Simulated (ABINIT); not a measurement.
Input of an ABINIT 10.8.3 (patched build) run:

File run.abi:

```
# Pseudopotentials
pp_dirpath "./"
pseudos "I.hgh"

# Structure
acell 7.9432790171 7.9432790171 7.9432790171
rprim
    -0.3761028332     0.3761028332     0.8468136263
     0.3761028332    -0.3761028332     0.8468136263
     0.3761028332     0.3761028332    -0.8468136263
ntypat 1
znucl 53
natom 1
typat 1
xred
     0.0000000000     0.0000000000     0.0000000000
chkprim 0
chksymtnons 0
tolsym 1.0e-6

# Plane-wave basis
ecut 18.0

# k points
kptopt 1
ngkpt 8 8 8
nshiftk 1
shiftk 0.0 0.0 0.0

# Exchange and correlation
ixc 7

# Bands and occupations
nband 8
occopt 3
tsmear 0.00183747

# SCF cycle
nstep 100
tolvrs 1.0e-10

# Output
iomode 3
prtwf 0
prteig 0
prtebands 0
prtden 1
prtvha 1
prtvclmb 1
prtpot 1
prtelf 1
```

Potentials or basis: HGH LDA.

Run with:

```console
$ abinit run.abi > log 2>&1
```

**Question.** Predict the band gap on the k mesh.

**Answer.** None (metal or under the smearing width).

**Question.** Predict the pressure.

**Answer.** -0.4 GPa.

Caveat: HGH potentials are hard and often keep d shells in the core, so these values are rough; an odd number of electrons without spin polarisation forces a metal; a magnetic or distorted state may lie lower. The run has no spin-orbit coupling, so splittings on I are missing.
